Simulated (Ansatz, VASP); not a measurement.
**Two plane-wave programs on CuO (Tenorite)**

```xyz
4
Lattice="2.3418 -1.7113 0.0000 2.3418 1.7113 0.0000 -0.8500 0.0000 5.0579" Properties=species:S:1:pos:R:3 pbc="T T T"
Cu    0.7459   -0.8557    2.5289
Cu    1.1709    0.8557    0.0000
O     1.7043    0.2793    3.7934
O     2.1293   -0.2793    1.2645
```

Alike in both runs: functional PBE; k mesh 10 × 10 × 5; occupations gaussian, width 0.02 eV; no spin polarisation.

|  | VASP | Ansatz |
| --- | --- | --- |
| version | VASP 6.6.1 | Ansatz 0.2.0 |
| potentials or method | VASP PAW PBE potentials, release 64 (Cu, O) | Ansatz PAW |
| plane-wave cutoff (eV) | 520 | 420 |
| valence electrons in the cell | 34 | 50 |
| task | optical spectrum | single point |

VASP gave:

```
gap on the k mesh at the Fermi level (eV)       : none
pressure (GPa)                                  : 6.3
largest component of the traceless stress (GPa) : 1.35
rms of the force components (eV/Å)              : 0.089
```

Question: Estimate Ansatz's values.

Answer: gap on the k mesh at the Fermi level (eV): none; pressure (GPa): 5.7; largest component of the traceless stress (GPa): 1.29; rms of the force components (eV/Å): 0.107.

Atom by atom the forces differ by 0.018 eV/Å (rms over components). A gap of «none» marks a metal or a gap that the smearing closes. The two sets of potentials don't hold the same shells in valence.

Caveats: the run has no spin polarisation, though such a crystal can be magnetic; semilocal functionals often make such compounds metallic where correlation or magnetic order opens a gap, which also shifts bond lengths; spectra need much finer meshes, so this one isn't converged (VASP); independent-particle spectra lack excitons (VASP); the intraband (Drude) part of a metal's response may be missing (VASP); the pressure holds a Pulay correction of +0.7 GPa for the finite cutoff (Ansatz). With open d or f shells a metallic result of PBE can be an artefact of self-interaction; +U or a hybrid may open a gap.
